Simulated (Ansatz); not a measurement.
## Dielectric response of BN (110) films

Wanted: ε of zincblende BN (110) by finite fields on slabs, and the band edges against the vacuum where run.

Main program and level: Ansatz 0.2.0; plane-wave DFT, r2SCAN, Ansatz PAW.

Report form: the programs' logs are mostly left out.

### 1. Starting point

The cell holds 10 atoms: 5 B and 5 N. Cell: a = 2.556 Å, b = 3.615 Å, c = 23.112 Å, α = 90.0°, β = 90.0°, γ = 90.0°. It derives from BN (zincblende BN). Vacuum lies along c.

Structure file:

```xyz
10
Lattice="2.5562 0.0000 0.0000 0.0000 3.6150 0.0000 0.0000 0.0000 23.1124" Properties=species:S:1:pos:R:3
B     1.2781    1.8075    9.0000
N     0.0000    2.7113    9.0000
B     0.0000    0.0000   10.2781
N     1.2781    0.9038   10.2781
B     1.2781    1.8075   11.5562
N     0.0000    2.7113   11.5562
B     0.0000    0.0000   12.8343
N     1.2781    0.9038   12.8343
B     1.2781    1.8075   14.1124
N     0.0000    2.7113   14.1124
```

### 2. Relaxation, 10 atoms, units 5

The structure is relaxed first, because levels and dipoles at a surface follow the positions of the outer atoms.

Contents of input.yaml:

```yaml
crystal:
  lattice:
    - [2.55619101, 0.0, 0.0]
    - [0.0, 3.615, 0.0]
    - [0.0, 0.0, 23.112382028]
  atoms:
    - { symbol: B, position: [0.5, 0.5, 0.3894016631] }
    - { symbol: "N", position: [0.0, 0.75, 0.3894016631] }
    - { symbol: B, position: [0.0, 0.0, 0.4447008316] }
    - { symbol: "N", position: [0.5, 0.25, 0.4447008316] }
    - { symbol: B, position: [0.5, 0.5, 0.5] }
    - { symbol: "N", position: [0.0, 0.75, 0.5] }
    - { symbol: B, position: [0.0, 0.0, 0.5552991684] }
    - { symbol: "N", position: [0.5, 0.25, 0.5552991684] }
    - { symbol: B, position: [0.5, 0.5, 0.6105983369] }
    - { symbol: "N", position: [0.0, 0.75, 0.6105983369] }
kpoints:
  mp_grid: { grid: [10, 8, 1] }
hamiltonian:
  xc: r2scan
scf:
  occupations: { method: fixed }
  convergence: { dr2_threshold: 1.0e-09 }
efield:
  axis: 3
  dipole_correction: true
  ramp_position: 0.97
  ramp_width: 0.06
relax:
  f_tol: 0.003
  max_steps: 100
output:
  write_potential: true
  write_density: true
  volumetric_format: npy
```

The run is started by

```
$ ansatz run input.yaml --threads 4 --pin off --max-ram 12288MiB --backend cpu --events-out ev --progress --plain --runs-dir out
```

Elapsed: 89 s, on 4 threads of Arm Neoverse V1, shared host; peak memory 0.93 GiB.

The steps of the relaxation:

```tsv
step	energy less that of the first step (eV)	largest force component (eV/Å)
1	0.0000	5.3640
2	-1.8623	2.6084
3	-2.2559	0.5447
4	-2.2522	0.5427
5	-2.2801	0.1225
6	-2.2811	0.0154
7	-2.2811	0.0099
8	-2.2811	0.0012
```

Relaxation step 4 was tried and not accepted.

The run keeps the 2 symmetry operations that it works with, so distortions that break them were not tested.

The atoms that moved most (Å):

```tsv
atom	dx	dy	dz	length
B1	0.000	0.161	0.216	0.269
B9	0.000	0.161	-0.216	0.269
N10	0.000	-0.082	-0.005	0.082
N2	0.000	-0.082	0.005	0.082
B3	0.000	-0.019	-0.050	0.053
B7	0.000	-0.019	0.050	0.053
N8	0.000	-0.043	0.027	0.051
N4	0.000	-0.043	-0.027	0.051
```

Final coordinates:

```cif
data_structure
_symmetry_space_group_name_H-M 'P 1'
_symmetry_Int_Tables_number 1
_cell_length_a 2.5562
_cell_length_b 3.6150
_cell_length_c 23.1124
_cell_angle_alpha 90.000
_cell_angle_beta 90.000
_cell_angle_gamma 90.000
_cell_volume 213.57
loop_
_atom_site_label
_atom_site_type_symbol
_atom_site_fract_x
_atom_site_fract_y
_atom_site_fract_z
_atom_site_occupancy
B1 B 0.50000 0.54442 0.39875 1
N2 N 0.00000 0.72726 0.38960 1
B3 B 0.00000 0.99476 0.44255 1
N4 N 0.50000 0.23817 0.44353 1
B5 B 0.50000 0.49589 0.50000 1
N6 N 0.00000 0.74489 0.50000 1
B7 B 0.00000 0.99476 0.55745 1
N8 N 0.50000 0.23817 0.55647 1
B9 B 0.50000 0.54442 0.60125 1
N10 N 0.00000 0.72726 0.61040 1
```

Numbers from this step:

* gap on the k-mesh: 2.815 eV
* dipole along the normal: -2.40e-8 e·Å
* ionisation energy, upper face: 6.775 eV
* electron affinity, upper face: 3.959 eV

Running mean over 1.278 Å of the planar mean; the ramp of the sawtooth is left out. Electron's electrostatic potential energy less the highest filled level against z:

z (Å), electron's electrostatic potential energy less the highest filled level (eV) and a bar from the least value:
```
      3.0        6.8 ##############################
      3.5        6.8 ##############################
      4.0        6.8 ##############################
      4.5        6.8 ##############################
      5.0        6.8 ##############################
      5.5        6.8 ##############################
      6.0        6.8 ##############################
      6.5        6.8 ##############################
      7.0        6.7 ##############################
      7.5        6.4 #############################
      8.0        4.5 ##########################
      8.5       -1.5 ################
      9.0       -7.3 ######
      9.5      -10.3 #
     10.0      -10.7 
     10.5       -9.4 ##
     11.0       -8.9 ###
     11.5       -9.1 ###
     12.0       -8.9 ###
     12.5       -9.2 ###
     13.0      -10.4 
     13.5      -10.7 
     14.0       -8.1 ####
     14.5       -3.0 #############
     15.0        3.5 ########################
     15.5        6.2 #############################
     16.0        6.7 ##############################
     16.5        6.8 ##############################
     17.0        6.8 ##############################
     17.5        6.8 ##############################
     18.0        6.8 ##############################
     18.5        6.8 ##############################
     19.0        6.8 ##############################
     19.5        6.8 ##############################
     20.0        6.8 ##############################
```

The relaxation took 8 steps and lowered the energy by 2.3 eV; the largest force on the free atoms ends at 0.0012 eV/Å.

The gap is 2.82 eV, with the valence edge 6.77 eV and the conduction edge 3.96 eV under the upper vacuum level.

### 3. The relaxed film, single point, 10 atoms, units 5

The film was relaxed beforehand; a single point on the relaxed positions gives its levels and potential.

input.yaml, the sections that differ from step 2:

```yaml
crystal:
  lattice:
    - [2.55619101, 0.0, 0.0]
    - [0.0, 3.615, 0.0]
    - [0.0, 0.0, 23.112382028]
  atoms:
    - { symbol: B, position: [0.5, 0.5444245761, 0.3987532627] }
    - { symbol: "N", position: [0.0, 0.7272618739, 0.3896027301] }
    - { symbol: B, position: [0.0, -0.0052410973, 0.4425490885] }
    - { symbol: "N", position: [0.5, 0.2381689952, 0.4435317243] }
    - { symbol: B, position: [0.5, 0.495885528, 0.4999999999] }
    - { symbol: "N", position: [0.0, 0.7448857824, 0.5000000001] }
    - { symbol: B, position: [0.0, -0.0052410986, 0.5574509114] }
    - { symbol: "N", position: [0.5, 0.238168994, 0.5564682758] }
    - { symbol: B, position: [0.5, 0.5444245744, 0.6012467373] }
    - { symbol: "N", position: [0.0, 0.727261872, 0.61039727] }
output:
  eigenvalues: true
  write_potential: true
  write_density: true
  volumetric_format: npy
# kpoints, hamiltonian, scf, efield: as in step 2
# relax: removed
```

Run time: 18 s. Hardware: 4 threads; peak memory 0.91 GiB; 73 s of CPU time.

Numbers from this step:

```yaml
dipole_along_the_normal: 4.33e-8 e·Å
```

Running mean over 1.278 Å of the planar mean; the ramp of the sawtooth is left out. Table of electron's electrostatic potential energy less the highest filled level by z:

z (Å), electron's electrostatic potential energy less the highest filled level (eV) and a bar from the least value:
```
        3        6.8 ##############################
        4        6.8 ##############################
        5        6.8 ##############################
        6        6.8 ##############################
        7        6.7 ##############################
        8        4.5 ##########################
        9       -7.3 ######
       10      -10.7 
       11       -8.9 ###
       12       -8.9 ###
       13      -10.4 
       14       -8.1 ####
       15        3.5 ########################
       16        6.7 ##############################
       17        6.8 ##############################
       18        6.8 ##############################
       19        6.8 ##############################
       20        6.8 ##############################
```

The gap is 2.82 eV, with the valence edge 6.77 eV and the conduction edge 3.96 eV under the upper vacuum level.

### 4. Single point, 10 atoms, units 5, field 0.05 V/Å

A sawtooth potential applies the field, turning back in the middle of the vacuum. With the dipole correction the typed value is the field outside the slab. The induced dipole is small, so the SCF threshold is tight.

Edit input.yaml of step 3 so:

```diff
@@ -22,3 +22,3 @@
   occupations: { method: fixed }
-  convergence: { dr2_threshold: 1.0e-09 }
+  convergence: { dr2_threshold: 1.0e-10 }
 efield:
@@ -28,4 +28,4 @@
   ramp_width: 0.06
+  amplitude: 0.05
 output:
-  eigenvalues: true
   write_potential: true
```

Elapsed: 19 s, on 4 threads; peak memory 0.91 GiB; 75 s of CPU time.

Numbers from this step:

- gap on the k-mesh: 2.813 eV
- dipole along the normal: 0.01464 e·Å

The dipole is 0.0146 e·Å, and the gap on the mesh 2.813 eV.

### 5. Single point, 10 atoms, units 5, field -0.05 V/Å

Edit input.yaml of step 4 so:

```diff
@@ -28,3 +28,3 @@
   ramp_width: 0.06
-  amplitude: 0.05
+  amplitude: -0.05
 output:
```

It took 20 s on 4 threads; peak memory 0.91 GiB.

The dipole is -0.0146 e·Å, and the gap on the mesh 2.813 eV.

### 6. Response with the atoms held, 10 atoms, units 5

This step: plane-wave DFT, r2SCAN, Ansatz PAW; response to a field along the normal, atoms held (Ansatz 0.2.0).

The two fields give this film's response with the atoms held: the electronic part.

This step gave:

| Item | Value |
| --- | --- |
| equivalent conductor thickness p/(ε₀AE) | 5.734 Å |
| distance between the outer atoms | 5.103 Å |
| thickness | 6.391 Å |

Local field over the applied field, running mean. From the potentials at -0.05 and 0.05 V/Å; running mean over 1.278 Å, taken twice. The local field over applied field by z:

```tsv
z (Å)	local field over applied field
4.5	1.000
5.0	0.999
5.5	0.997
6.0	0.991
6.5	0.972
7.0	0.919
7.5	0.804
8.0	0.625
8.5	0.421
9.0	0.261
9.5	0.187
10.0	0.182
10.5	0.195
11.0	0.200
11.5	0.200
12.0	0.201
12.5	0.198
13.0	0.185
13.5	0.182
14.0	0.237
14.5	0.378
15.0	0.579
15.5	0.769
16.0	0.899
16.5	0.964
17.0	0.989
17.5	0.997
18.0	0.999
18.5	1.000
19.0	1.000
```

The induced electron density oscillates, so the rows of the table below give means over windows of 0.5 Å about each position, cut where the curve ends. Its maxima inside the range that stand out by 2 % of the span (Å: e/Å³ per V/Å): 8.22: 0.00335, 9.12: 0.00188, 10.53: 0.00129, 11.81: 0.00141, 13.23: 0.00167, 14.25: -0.00109. Its minima: 8.86: 0.00109, 9.89: -0.00167, 11.30: -0.00141, 12.58: -0.00129, 14.00: -0.00188, 14.89: -0.00335.

Electrons, planar mean, per unit field. Induced electron density against z; means over each step:

z (Å), induced electron density (e/Å³ per V/Å) and a bar from the least value:
```
      4.5    0.00000 ###############
      5.0    0.00000 ###############
      5.5    0.00002 ################
      6.0    0.00006 ################
      6.5    0.00020 ################
      7.0    0.00062 ##################
      7.5    0.00160 #######################
      8.0    0.00295 ##############################
      8.5    0.00246 ############################
      9.0    0.00150 #######################
      9.5    0.00019 ################
     10.0   -0.00130 #########
     10.5    0.00084 ####################
     11.0   -0.00028 ##############
     11.5   -0.00028 ##############
     12.0    0.00070 ###################
     12.5   -0.00094 ###########
     13.0    0.00094 ####################
     13.5    0.00045 ##################
     14.0   -0.00154 ########
     14.5   -0.00200 ######
     15.0   -0.00312 
     15.5   -0.00191 ######
     16.0   -0.00078 ############
     16.5   -0.00026 ##############
     17.0   -0.00008 ###############
     17.5   -0.00002 ###############
     18.0   -0.00001 ###############
     18.5    0.00000 ###############
     19.0    0.00000 ###############
```

By hand: between -0.05 and 0.05 V/Å the dipole changes by 0.02928 e·Å, a slope of 0.2928 e·Å²/V. A perfect conductor of thickness t has p = ε₀AEt, so t = 180.95 × 0.2928 / 9.241 = 5.73 Å (e/ε₀ = 180.95 V·Å, A in Å²).

The induced dipole is that of a conductor 5.73 Å thick.

### 7. Relaxing in the field, 10 atoms, field 0.05 V/Å

This step: plane-wave DFT, r2SCAN, Ansatz PAW (Ansatz 0.2.0).

Now the atoms may follow the field. A weak field makes forces of meV/Å to tens of meV/Å, so the force tolerance is set well below the usual one.

Edit input.yaml of step 5 so:

```diff
@@ -28,3 +28,6 @@
   ramp_width: 0.06
-  amplitude: -0.05
+  amplitude: 0.05
+relax:
+  f_tol: 0.0006
+  max_steps: 70
 output:
```

Elapsed: 53 s, on 4 threads; peak memory 0.93 GiB; 3.5 min of CPU time.

No atom moved by 0.005 Å in the relaxation.

Numbers from this step:

```
gap on the k-mesh       : 2.815 eV
dipole along the normal : 0.01638 e·Å
```

The relaxation took 5 steps and lowered the energy by 4.4e-5 eV; the largest force on the free atoms ends at 3.3e-4 eV/Å.

The dipole is 0.0164 e·Å, and the gap on the mesh 2.815 eV.

### 8. Relaxing in the field, 10 atoms, field -0.05 V/Å

The opposite sign, again from the field-free geometry; the difference of the two cancels what relaxes without a field.

Edit input.yaml of step 7 so:

```diff
@@ -28,3 +28,3 @@
   ramp_width: 0.06
-  amplitude: 0.05
+  amplitude: -0.05
 relax:
```

Elapsed: 52 s, on 4 threads; peak memory 0.94 GiB.

No atom moved by 0.005 Å in the relaxation.

The relaxation took 5 steps and lowered the energy by 4.4e-5 eV; the largest force on the free atoms ends at 3.3e-4 eV/Å.

The dipole is -0.0164 e·Å, and the gap on the mesh 2.815 eV.

### 9. Response with the atoms relaxed, 10 atoms, units 5

This step: plane-wave DFT, r2SCAN, Ansatz PAW; response to a field along the normal, atoms relaxed (Ansatz 0.2.0).

The two relaxed runs give the static response.

Numbers from this step:

```yaml
equivalent_conductor_thickness_p_eps_0ae: 6.414 Å
```

Local field over the applied field, running mean. From the potentials at -0.05 and 0.05 V/Å; running mean over 1.278 Å, taken twice. Local field over applied field against z:

```tsv
z (Å)	local field over applied field
4.5	1.000
5.0	0.999
5.5	0.998
6.0	0.991
6.5	0.972
7.0	0.912
7.5	0.764
8.0	0.581
8.5	0.396
9.0	0.232
9.5	0.0704
10.0	0.0138
10.5	0.0542
11.0	0.122
11.5	0.151
12.0	0.131
12.5	0.0728
13.0	0.0139
13.5	0.0492
14.0	0.192
14.5	0.361
15.0	0.537
15.5	0.724
16.0	0.886
16.5	0.963
17.0	0.989
17.5	0.997
18.0	0.999
18.5	1.000
19.0	1.000
```

The induced dipole is that of a conductor 6.41 Å thick.

### 10. Relaxing the film, 16 atoms, units 8

This step: plane-wave DFT, r2SCAN, Ansatz PAW (Ansatz 0.2.0).

System of this step: BN (110), 8 units. The cell holds 16 atoms: 8 B and 8 N. Cell: a = 2.556 Å, b = 3.615 Å, c = 26.947 Å, α = 90.0°, β = 90.0°, γ = 90.0°. It derives from BN (zincblende BN). Vacuum lies along c.

The next thickness, treated alike, so that differences show the interior and the faces cancel.

Contents of input.yaml:

```yaml
crystal:
  lattice:
    - [2.55619101, 0.0, 0.0]
    - [0.0, 3.615, 0.0]
    - [0.0, 0.0, 26.946668549]
  atoms:
    - { symbol: B, position: [0.5, 0.5, 0.3339930494] }
    - { symbol: "N", position: [0.0, 0.75, 0.3339930494] }
    - { symbol: B, position: [0.0, 0.0, 0.3814236067] }
    - { symbol: "N", position: [0.5, 0.25, 0.3814236067] }
    - { symbol: B, position: [0.5, 0.5, 0.428854164] }
    - { symbol: "N", position: [0.0, 0.75, 0.428854164] }
    - { symbol: B, position: [0.0, 0.0, 0.4762847213] }
    - { symbol: "N", position: [0.5, 0.25, 0.4762847213] }
    - { symbol: B, position: [0.5, 0.5, 0.5237152787] }
    - { symbol: "N", position: [0.0, 0.75, 0.5237152787] }
    - { symbol: B, position: [0.0, 0.0, 0.571145836] }
    - { symbol: "N", position: [0.5, 0.25, 0.571145836] }
    - { symbol: B, position: [0.5, 0.5, 0.6185763933] }
    - { symbol: "N", position: [0.0, 0.75, 0.6185763933] }
    - { symbol: B, position: [0.0, 0.0, 0.6660069506] }
    - { symbol: "N", position: [0.5, 0.25, 0.6660069506] }
kpoints:
  mp_grid: { grid: [10, 8, 1] }
hamiltonian:
  xc: r2scan
scf:
  occupations: { method: fixed }
  convergence: { dr2_threshold: 1.0e-09 }
efield:
  axis: 3
  dipole_correction: true
  ramp_position: 0.97
  ramp_width: 0.06
relax:
  f_tol: 0.003
  max_steps: 100
output:
  write_potential: true
  write_density: true
  volumetric_format: npy
```

The job ended after 2.4 min (4 threads; peak memory 1.3 GiB; 9.6 min of CPU time).

The steps of the relaxation:

```tsv
step	energy less that of the first step (eV)	largest force component (eV/Å)
1	0.0000	5.3202
2	-1.8547	2.5713
3	-2.0597	1.1475
4	-2.2776	0.3567
5	-2.2908	0.0482
6	-2.2888	0.1857
7	-2.2910	0.0017
```

Relaxation step 6 was tried and not accepted.

The run keeps the 2 symmetry operations that it works with, so distortions that break them were not tested.

The atoms that moved most (Å):

```tsv
atom	dx	dy	dz	length
B1	0.000	0.169	0.223	0.280
B15	0.000	0.169	-0.223	0.280
N16	0.000	-0.073	-0.012	0.074
N2	0.000	-0.073	0.012	0.074
B3	0.000	-0.006	-0.053	0.053
B13	0.000	-0.006	0.053	0.053
N14	0.000	-0.033	0.028	0.043
N4	0.000	-0.033	-0.028	0.043
```

The relaxed structure:

```xyz
16
Lattice="2.5562 0.0000 0.0000 0.0000 3.6150 0.0000 0.0000 0.0000 26.9467" Properties=species:S:1:pos:R:3
B     1.2781    1.9768    9.2226
N     0.0000    2.6386    9.0119
B     0.0000   -0.0061   10.2255
N     1.2781    0.8709   10.2506
B     1.2781    1.7981   11.5732
N     0.0000    2.6980   11.5622
B     0.0000   -0.0174   12.8311
N     1.2781    0.8861   12.8324
B     1.2781    1.7901   14.1156
N     0.0000    2.6936   14.1143
B     0.0000   -0.0094   15.3734
N     1.2781    0.8905   15.3844
B     1.2781    1.8014   16.7212
N     0.0000    2.6784   16.6961
B     0.0000    0.1693   17.7241
N     1.2781    0.8311   17.9348
```

The relaxation took 7 steps and lowered the energy by 2.3 eV; the largest force on the free atoms ends at 0.0017 eV/Å.

The gap is 3.07 eV, with the valence edge 6.86 eV and the conduction edge 3.79 eV under the upper vacuum level.

### 11. Single point on the relaxed film, 16 atoms, units 8

Contents of input.yaml:

```yaml
crystal:
  lattice:
    - [2.55619101, 0.0, 0.0]
    - [0.0, 3.615, 0.0]
    - [0.0, 0.0, 26.946668549]
  atoms:
    - { symbol: B, position: [0.5, 0.5468194794, 0.3422520439] }
    - { symbol: "N", position: [0.0, 0.7299113877, 0.3344331128] }
    - { symbol: B, position: [0.0, -0.0016895483, 0.3794709601] }
    - { symbol: "N", position: [0.5, 0.2409153634, 0.3804021064] }
    - { symbol: B, position: [0.5, 0.4974083623, 0.4294868352] }
    - { symbol: "N", position: [0.0, 0.7463216224, 0.4290784295] }
    - { symbol: B, position: [0.0, -0.0048146842, 0.4761669886] }
    - { symbol: "N", position: [0.5, 0.2451280323, 0.4762138656] }
    - { symbol: B, position: [0.5, 0.4951853152, 0.5238330113] }
    - { symbol: "N", position: [0.0, 0.7451280311, 0.5237861345] }
    - { symbol: B, position: [0.0, -0.0025916397, 0.5705131646] }
    - { symbol: "N", position: [0.5, 0.24632162, 0.5709215707] }
    - { symbol: B, position: [0.5, 0.4983104463, 0.6205290396] }
    - { symbol: "N", position: [0.0, 0.7409153579, 0.6195978939] }
    - { symbol: B, position: [0.0, 0.0468194732, 0.657747956] }
    - { symbol: "N", position: [0.5, 0.2299113809, 0.6655668872] }
kpoints:
  mp_grid: { grid: [10, 8, 1] }
hamiltonian:
  xc: r2scan
scf:
  occupations: { method: fixed }
  convergence: { dr2_threshold: 1.0e-09 }
efield:
  axis: 3
  dipole_correction: true
  ramp_position: 0.97
  ramp_width: 0.06
output:
  eigenvalues: true
  write_potential: true
  write_density: true
  volumetric_format: npy
  elf: true
```

It took 35 s on 4 threads; peak memory 1.3 GiB; 2.3 min of CPU time.

The gap is 3.07 eV, with the valence edge 6.86 eV and the conduction edge 3.79 eV under the upper vacuum level.

### 12. Atoms held, 16 atoms, units 8, field 0.05 V/Å

Edit input.yaml of step 11 so:

```diff
@@ -28,3 +28,3 @@
   occupations: { method: fixed }
-  convergence: { dr2_threshold: 1.0e-09 }
+  convergence: { dr2_threshold: 1.0e-10 }
 efield:
@@ -34,4 +34,4 @@
   ramp_width: 0.06
+  amplitude: 0.05
 output:
-  eigenvalues: true
   write_potential: true
@@ -39,2 +39 @@
   volumetric_format: npy
-  elf: true
```

Wall time 36 s (4 threads); peak memory 1.3 GiB.

The dipole is 0.0223 e·Å, and the gap on the mesh 3.021 eV.

[end of part 1 of 2]

[Logs are printed without paths, hosts, clocks, repeated set-up lines and the standing remarks that a program may print on its own settings, such as how far it seeks lower states.]

[Hosts, paths, dates, database ids (printed as entryN), source tags and the programs' standing remarks are cut or masked in the printed files.]

[Maps of the electrostatic potential energy from Ansatz leave out the sawtooth potential of an applied field or a dipole correction, so their vacuum need not be flat; planar profiles and work functions include it.]
